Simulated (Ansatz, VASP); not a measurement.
## One calculation of Bi, two programs

```
CELL_PARAMETERS angstrom
3.25218 0.00000 0.00000
0.00000 3.25218 0.00000
0.00000 0.00000 3.25218
ATOMIC_POSITIONS crystal
Bi 0.00000 0.00000 0.00000
```

The cell was built by a generator and needn't be a form met in nature.

Alike in both runs: task relaxation of cell and atoms; functional RPBE; k mesh 10 × 10 × 10; occupations fermi-dirac, width 0.1 eV; no spin polarisation.

|  | VASP | Ansatz |
| --- | --- | --- |
| version | VASP 6.6.1 | Ansatz 0.2.0 |
| potentials or method | VASP PAW PBE potentials, release 64 (Bi_d) | plane waves (420 eV) with PAW, scalar-relativistic |
| plane-wave cutoff (eV) | 600 | 420 |
| valence electrons in the cell | 15 | 15 |

```csv
,VASP,Ansatz,Ansatz less VASP
relaxed volume (Å³/atom),36.19,36.22,+0.037
relaxed cell length with the largest relative difference (Å),3.308,3.309,+0.0011
energy change over the relaxation (meV/atom),-13,-13,-0.2
```

Caveats: the PAW data sets were made with another functional, which shifts forces and pressure a little (VASP).
